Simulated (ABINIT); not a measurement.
# BeTe (F-43m) in ABINIT: notebook

Aim: see how the results for BeTe move with the level of theory and the settings. Levels: BP86, LDA. Tasks: band structure.

All numbers are computed with ABINIT 10.8.3 (patched build); they aren't measurements. Logs are shortened: lines on timing, memory, paths and dates and some standing lists are left out, and cuts for length are marked. The log counts tension as positive stress, the text compression.

**1. Starting point**

It takes space group F-43m (No. 216, cubic). The conventional cell has a = 5.540 Å, b = 5.540 Å, c = 5.540 Å, α = 90.00°, β = 90.00°, γ = 90.00°. Around Te (site symmetry -43m) lie 4 Be at 2.40 Å. Be (site symmetry -43m) is surrounded by 4 Te at 2.40 Å.

**2. Band structure, BP86**

Input file run.abi:

```
# Datasets: ground state, then fixed potential
ndtset 2

# Pseudopotentials
pp_dirpath "./"
pseudos "Te.GGA_PBE-JTH.xml, Be.GGA_PBE-JTH.xml"

# Structure
acell 3*1.0 Angstrom
rprim
     0.0000000000     2.7700000000     2.7700000000
     2.7700000000     0.0000000000     2.7700000000
     2.7700000000     2.7700000000     0.0000000000
ntypat 2
znucl 52 4
natom 2
typat 1 2
xred
     0.7500000000     0.7500000000     0.7500000000
     0.0000000000     0.0000000000     0.0000000000

# Plane-wave basis
ecut 19.0
pawecutdg 38.0

# Exchange and correlation
ixc -106132

# Bands and occupations
occopt 3
tsmear 0.05 eV

# SCF cycle
nstep 100

# Output
iomode 3
prtwf 0
prteig 0
prtebands 0
prtden1 1

# Dataset 1
kptopt1 1
ngkpt1 8 8 8
nshiftk1 1
shiftk1 0.0 0.0 0.0
nband1 9
tolvrs1 1.0e-9

# Dataset 2: bands along G-X-W-K-G-L-U-W-L-K
iscf2 -2
getden2 1
nband2 15
nbdbuf2 4
tolwfr2 1.0e-11
kptopt2 -9
ndivsm2 5
prteig2 1
kptbounds2
     0.0000000000     0.0000000000     0.0000000000
     0.5000000000     0.0000000000     0.5000000000
     0.5000000000     0.2500000000     0.7500000000
     0.3750000000     0.3750000000     0.7500000000
     0.0000000000     0.0000000000     0.0000000000
     0.5000000000     0.5000000000     0.5000000000
     0.6250000000     0.2500000000     0.6250000000
     0.5000000000     0.2500000000     0.7500000000
     0.5000000000     0.5000000000     0.5000000000
     0.3750000000     0.3750000000     0.7500000000
```

Potentials or basis: JTH PAW PBE v2.0.

The run is started by

```sh
> abinit run.abi > log 2>&1
```

run.abo:

```text
.Version 10.8.3 of ABINIT
 DATASET    1 : space group F-4 3 m (#216); Bravais cF (face-center cubic)
================================================================================
 Values of the parameters that define the memory need for DATASET  1.
     intxc =       0    ionmov =       0      iscf =      17    lmnmax =       8
     lnmax =       4     mgfft =      30  mpssoang =       2    mqgrid =    3001
     natom =       2  nloc_mem =       2    nspden =       1   nspinor =       1
    nsppol =       1      nsym =      24    n1xccc =       1    ntypat =       2
    occopt =       3   xclevel =       2
       mpw =        1151          nfft =       27000          nkpt =          29
 PAW method is used; the additional fine FFT grid is defined by:
   mgfftf=        45    nfftf =     91125
================================================================================
================================================================================

 DATASET    2 : space group F-4 3 m (#216); Bravais cF (face-center cubic)
================================================================================
 Values of the parameters that define the memory need for DATASET  2.
     intxc =       0    ionmov =       0      iscf =      -2    lmnmax =       8
     lnmax =       4     mgfft =      30  mpssoang =       2    mqgrid =    3001
     natom =       2  nloc_mem =       2    nspden =       1   nspinor =       1
    nsppol =       1      nsym =      24    n1xccc =       1    ntypat =       2
    occopt =       3   xclevel =       2
       mpw =        1154          nfft =       27000          nkpt =          87
 PAW method is used; the additional fine FFT grid is defined by:
   mgfftf=        45    nfftf =     91125
================================================================================
================================================================================

--------------------------------------------------------------------------------
------------- Echo of variables that govern the present computation ------------
--------------------------------------------------------------------------------
 -outvars: echo values of preprocessed input variables --------
            acell      1.8897261259E+00  1.8897261259E+00  1.8897261259E+00 Bohr
              amu      1.27600000E+02  9.01218200E+00
             ecut      1.90000000E+01 Hartree
           getden1          0
           getden2          1
             iscf1         17
             iscf2         -2
                       outvar_i_n : Printing only first  50 k-points.
              ixc     -106132
           jdtset        1    2
                       outvar_i_n : Printing only first  50 k-points.
           kptopt1          1
[... 830 lines left out ...]
 Atom  Sphere_radius  Integrated_density
    1        2.31107          3.26600573
    2        1.60728          2.53222217

================================================================================

 ----iterations are completed or convergence reached----

 Mean square residual over all n,k,spin=   53.208E-13; max=  99.841E-13
 reduced coordinates (array xred) for    2 atoms
       0.750000000000      0.750000000000      0.750000000000
       0.000000000000      0.000000000000      0.000000000000

 cartesian coordinates (angstrom) at end:
    1      4.15500000000000     4.15500000000000     4.15500000000000
    2      0.00000000000000     0.00000000000000     0.00000000000000
 length scales=  1.889726125908  1.889726125908  1.889726125908 bohr
              =  1.000000000000  1.000000000000  1.000000000000 angstroms
 Eigenvalues (hartree) for nkpt=  87  k points:
 kpt#   1, nband= 15, wtk=  1.00000, kpt=  0.0000  0.0000  0.0000 (reduced coord)
  -3.87037   -0.63971   -0.17574   -0.17574   -0.17574   -0.03939   -0.03939   -0.03939
  -0.01874    0.15463    0.22510    0.22510    0.26653    0.26653    0.26653
 kpt#   2, nband= 15, wtk=  1.00000, kpt=  0.0357  0.0000  0.0357 (reduced coord)
  -3.87037   -0.63907   -0.17998   -0.17848   -0.17848   -0.04112   -0.03562   -0.03562
  -0.01395    0.15643    0.20732    0.22601    0.26821    0.26821    0.28329
 kpt#   3, nband= 15, wtk=  1.00000, kpt=  0.0714  0.0000  0.0714 (reduced coord)
  -3.87037   -0.63717   -0.19141   -0.18583   -0.18583   -0.04529   -0.02516   -0.02516
  -0.00211    0.15885    0.18284    0.22875    0.27327    0.27327    0.30723
 kpt#   4, nband= 15, wtk=  1.00000, kpt=  0.1071  0.0000  0.1071 (reduced coord)
  -3.87038   -0.63402   -0.20743   -0.19606   -0.19606   -0.05099   -0.00981   -0.00981
   0.01208    0.14551    0.18086    0.23330    0.28172    0.28172    0.32682
 kpt#   5, nband= 15, wtk=  1.00000, kpt=  0.1429  0.0000  0.1429 (reduced coord)
  -3.87038   -0.62969   -0.22592   -0.20758   -0.20758   -0.05767    0.00877    0.00877
   0.02234    0.13012    0.19315    0.23968    0.29360    0.29360    0.34284
 kpt#   6, nband= 15, wtk=  1.00000, kpt=  0.1786  0.0000  0.1786 (reduced coord)
  -3.87038   -0.62425   -0.24553   -0.21935   -0.21935   -0.06483    0.02138    0.02945
[... 230 lines left out ...]
  -3.87038   -0.57744   -0.37408   -0.28788   -0.24133   -0.05076    0.04702    0.05527
   0.11470    0.18644    0.23645    0.29291    0.34875    0.42611    0.49585
 kpt#  84, nband= 15, wtk=  1.00000, kpt=  0.4167  0.4167  0.6667 (reduced coord)
  -3.87038   -0.57432   -0.36808   -0.30462   -0.24759   -0.05846    0.07358    0.07613
   0.09257    0.18130    0.22932    0.31605    0.35857    0.44631    0.51137
 kpt#  85, nband= 15, wtk=  1.00000, kpt=  0.4028  0.4028  0.6944 (reduced coord)
  -3.87038   -0.57135   -0.36203   -0.31849   -0.25332   -0.06544    0.06903    0.09733
   0.10151    0.17639    0.22543    0.33702    0.37230    0.46444    0.50047
 kpt#  86, nband= 15, wtk=  1.00000, kpt=  0.3889  0.3889  0.7222 (reduced coord)
  -3.87038   -0.56895   -0.35783   -0.32693   -0.25825   -0.07132    0.04675    0.11671
   0.12771    0.17305    0.22661    0.34631    0.39371    0.47705    0.48963
 kpt#  87, nband= 15, wtk=  1.00000, kpt=  0.3750  0.3750  0.7500 (reduced coord)
  -3.87038   -0.56757   -0.35807   -0.32680   -0.26218   -0.07590    0.02586    0.13136
   0.14542    0.17827    0.23533    0.34618    0.40962    0.47639    0.49052

== END DATASET(S) ==============================================================
================================================================================

 -outvars: echo values of variables after computation  --------
            acell      1.8897261259E+00  1.8897261259E+00  1.8897261259E+00 Bohr
           etotal1    -2.3163687721E+01
            fcart1     1.2056237208E-29 -6.4299931777E-30  8.0374914721E-31
                      -1.2056237208E-29  6.4299931777E-30 -8.0374914721E-31
            rprim      0.0000000000E+00  2.7700000000E+00  2.7700000000E+00
                       2.7700000000E+00  0.0000000000E+00  2.7700000000E+00
                       2.7700000000E+00  2.7700000000E+00  0.0000000000E+00
           strten1    -1.7448249494E-04 -1.7448249494E-04 -1.7448249494E-04
                       0.0000000000E+00  0.0000000000E+00  0.0000000000E+00
           xangst      4.1550000000E+00  4.1550000000E+00  4.1550000000E+00
                       0.0000000000E+00  0.0000000000E+00  0.0000000000E+00
             xred      7.5000000000E-01  7.5000000000E-01  7.5000000000E-01
                       0.0000000000E+00  0.0000000000E+00  0.0000000000E+00
 Calculation completed.
```

Wall time 44 s (1 thread of Intel Xeon Platinum 8259CL at 2.50GHz (Skylake/Cascade Lake), shared host); peak memory 0.13 GiB.

What came out:

- Free energy: -630.3161 eV
- Pressure: 5.1 GPa
- Band gap on the k mesh: 1.93 eV, indirect (least direct gap 3.71 eV)
- Band gap along the path: 1.93 eV, indirect (least direct gap 3.71 eV)
- Valence electrons inside the program's atomic spheres: Te 3.27; Be 2.53

Levels at the corners of the path, in eV from the valence-band top:
| point | band 2 | band 3 | band 4 | band 5 | band 6 | band 7 | band 8 | band 9 |
| --- | --- | --- | --- | --- | --- | --- | --- | --- |
| Γ | -12.63 | 0.00 | 0.00 | 0.00 | 3.71 | 3.71 | 3.71 | 4.27 |
| X | -10.64 | -5.33 | -2.78 | -2.78 | 1.93 | 2.66 | 10.31 | 10.31 |
| W | -10.60 | -4.77 | -3.91 | -3.41 | 5.43 | 5.73 | 5.93 | 6.57 |
| K | -10.66 | -4.96 | -4.11 | -2.35 | 2.72 | 5.49 | 8.36 | 8.74 |
| Γ | -12.63 | 0.00 | 0.00 | 0.00 | 3.71 | 3.71 | 3.71 | 4.27 |
| L | -11.18 | -5.81 | -1.19 | -1.19 | 3.30 | 4.70 | 4.70 | 8.25 |
| U | -10.66 | -4.96 | -4.11 | -2.35 | 2.72 | 5.49 | 8.36 | 8.74 |
| W | -10.60 | -4.77 | -3.91 | -3.41 | 5.43 | 5.73 | 5.93 | 6.57 |
| L | -11.18 | -5.81 | -1.19 | -1.19 | 3.30 | 4.70 | 4.70 | 8.25 |
| K | -10.66 | -4.96 | -4.11 | -2.35 | 2.72 | 5.49 | 8.36 | 8.74 |

Caveat: the PAW data sets were made with another functional, which shifts forces and pressure a little; spin-orbit coupling is left out, which moves the levels of the heavy elements.

(Part 1 of 2 ends here.)
